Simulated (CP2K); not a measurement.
# Ga under changes of volume

One of the cells (18.685 Å³/atom); the others are scaled copies at fixed shape and fractional positions:

```
CELL_PARAMETERS angstrom
4.31587 0.00000 0.00000
-3.34156 2.73143 0.00000
0.00000 0.00000 3.17000
ATOMIC_POSITIONS crystal
Ga 0.13300 0.86700 0.75000
Ga 0.86700 0.13300 0.25000
```

This isn't the form of Ga at room conditions, which is orthorhombic.

* Program: CP2K 2026.2
* Functional: PBEsol
* Potentials or basis: POTENTIAL_UZH Ga GTH-PBE-q13; TZVP-MOLOPT-PBE-GTH basis
* Density cutoff: 6123 eV
* k mesh: 10 × 10 × 8
* Occupations: fermi-dirac, width 0.05 eV
* Spin: no spin polarisation

```csv
volume (Å³/atom),energy over the lowest point (meV/atom),pressure (GPa),largest force (eV/Å)
17.564,0.00,3.0,0.191
17.937,2.36,1.0,0.182
18.311,2.97,-0.4,0.185
18.685,5.19,-1.5,0.175
19.058,?,?,?
19.432,16.50,-3.2,0.153
19.806,24.94,-3.9,0.142
```

**Question.** What does the run at 19.058 Å³/atom give?

**Answer.** Energy over the lowest point 9.82 meV/atom; pressure -2.4 GPa; largest force 0.164 eV/Å.

Worked out: A Birch-Murnaghan fit of order 3 (a polynomial in V^(-2/3)) to the other rows has no minimum within the range. It gives 9.62 meV/atom at 19.058 Å³/atom, against the run's 9.82, and -dE/dV = -2.2 GPa, against -2.4.

Energies are extrapolated to zero smearing.

Caveats: the potentials were made for another functional, which shifts forces and pressure; the basis of atomic orbitals isn't converged, which shifts pressures, moduli and gaps.
